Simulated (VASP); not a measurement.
Na2S: single point with PBEsol

Crystal: Na2S.

```xyz
3
Lattice="0.0000 3.2506 3.2506 3.2506 0.0000 3.2506 3.2506 3.2506 0.0000" Properties=species:S:1:pos:R:3 pbc="T T T"
Na    1.6253    1.6253    1.6253
Na    4.8759    4.8759    4.8759
S     0.0000    0.0000    0.0000
```

```yaml
Program: VASP 6.6.1
Task: single point
Functional: PBEsol
Potentials_or_basis: VASP PAW PBE potentials, release 64 (Na_pv, S)
Cutoff: 520 eV
k_mesh: 8 × 8 × 8
Occupations: gaussian, width 0.02 eV
Spin: no spin polarisation
Dipole_correction: no
Further_INCAR_settings: ALGO = Normal; EDIFF = 1e-06; NBANDS = 17
```

The pressure is 0.1 GPa. The band gap on the k mesh is 2.42 eV, direct.

Levels at points of the mesh, in eV from the valence-band top:
```csv
k point,band 7,band 8,band 9,band 10,band 11,band 12,band 13,band 14
"(0.00, 0.00, 0.00)",-10.15,0.00,0.00,0.00,2.42,7.72,7.72,7.72
"(0.50, 0.00, 0.00)",-9.89,-1.71,-0.14,-0.14,4.78,6.39,7.10,7.10
"(0.50, 0.50, 0.00)",-9.81,-1.52,-0.47,-0.47,3.70,6.00,8.54,9.78
```

Wall time 53 s on 1 thread of Intel(R) Xeon(R) Platinum 8488C (Sapphire Rapids), on a shared host, peak memory 0.2 GiB.

Caveat: the PAW data sets were made with another functional, which shifts forces and pressure a little. A k mesh can miss the band edges.
